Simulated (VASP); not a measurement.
Here is a VASP 6.6.1 calculation.

File INCAR:

```
ALGO = Normal
EDIFF = 1E-6
ENCUT = 450
GGA = PE
ISIF = 2
ISMEAR = 0
LASPH = T
LCHARG = F
LREAL = F
LWAVE = F
NBANDS = 11
NELM = 60
PREC = Accurate
SIGMA = 0.02
```

KPOINTS

```
k-points
0
Gamma
  4 4 4
```

File POSCAR:

```
Li2S
1.0
    0.0000000000      2.8445000000      2.8445000000
    2.8445000000      0.0000000000      2.8445000000
    2.8445000000      2.8445000000      0.0000000000
S Li
1 2
Direct
    0.0000000000      0.0000000000      0.0000000000
    0.7500000000      0.7500000000      0.7500000000
    0.2500000000      0.2500000000      0.2500000000
```

Potentials or basis: VASP PAW PBE potentials, release 64 (S_GW, Li_GW).

Run with:

```sh
$ cat potpaw_PBE.64/S_GW/POTCAR potpaw_PBE.64/Li_GW/POTCAR > POTCAR
$ mpirun -np 1 vasp_std > vasp.out
```

Q: Estimate the pressure.

A: 0.5 GPa.

Q: Predict the band gap on the k mesh.

A: 3.38 eV, indirect (least direct gap 4.29 eV).

Caveat: the k mesh is coarse (spacing up to 0.48 Å⁻¹), so the values aren't converged. A k mesh can miss the band edges.
